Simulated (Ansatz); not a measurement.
## SiC: the change of smallest direct gap on path and band gap with volume per atom

Periodic Kohn-Sham DFT of a crystal at fixed atoms; Kohn-Sham levels at symmetry points; band -1 is the highest filled and +1 the lowest empty one at that point, spin up along a +z start moment. The results are calculated, by Ansatz 0.2.0.

Cell of the first row (space group P6_3mc, No. 186):
```
SiC
1.0
      3.0132     0.0000     0.0000
     -1.5066     2.6095     0.0000
      0.0000     0.0000     4.9450
Si C
2 2
Direct
  0.33333 0.66667 0.00000
  0.66667 0.33333 0.50000
  0.33333 0.66667 0.38500
  0.66667 0.33333 0.88500
```

Settings of every row: method all-electron LAPW; functional PBE; relativity scalar; k mesh 15x15x8; filling fermi-dirac; smearing width 0.08 eV; basis error target 1 meV/atom; nucleus gaussian.

Atom start moment: 0 on all atoms.

Limits: semilocal functionals tend to give too small a gap.

```csv
row,volume per atom (Å³),smallest direct gap on path (eV),band gap (eV)
1,9.721,4.205,2.208
2,9.927,?,?
3,10.134,4.119,2.287
4,10.238,4.098,2.306
5,10.341,4.077,2.324
6,10.444,4.057,2.342
7,10.548,4.037,2.359
8,10.755,3.997,2.393
9,10.961,3.957,2.426
```

Question: what smallest direct gap on path and band gap should row 2 give?

Worked fit of smallest direct gap on path. Take t = volume per atom − 10, in Å³. The shown rows have t = -0.279, 0.134, 0.238, 0.341, 0.444, 0.548, 0.755, 0.961. Least squares give smallest direct gap on path = 4.1466 − 0.2061 × t + 0.0096 × t² eV; a straight line predicts inner rows, each left out in turn, worse (root mean square 0.0013 against 0.00044 eV). The rows lie off it by 0.000, 0.000, 0.000, 0.000, 0.000, 0.000, 0.001, 0.000. The withheld row has t = -0.073, so the fit gives 4.1466 − 0.2061 × (-0.073) + 0.0096 × (-0.073)² = 4.162 eV.

The calculation gave 4.162 eV. The fit meets it to the printed digit.

Worked fit of band gap. Take t = volume per atom − 10, in Å³. The shown rows have t = -0.279, 0.134, 0.238, 0.341, 0.444, 0.548, 0.755, 0.961. Least squares give band gap = 2.262 + 0.1879 × t − 0.0184 × t² eV; a straight line predicts inner rows, each left out in turn, worse (root mean square 0.0023 against 0.00039 eV). All shown rows lie on it to the printed digit. The withheld row has t = -0.073, so the fit gives 2.262 + 0.1879 × (-0.073) − 0.0184 × (-0.073)² = 2.248 eV.

The calculation gave 2.248 eV. The fit meets it to the printed digit.
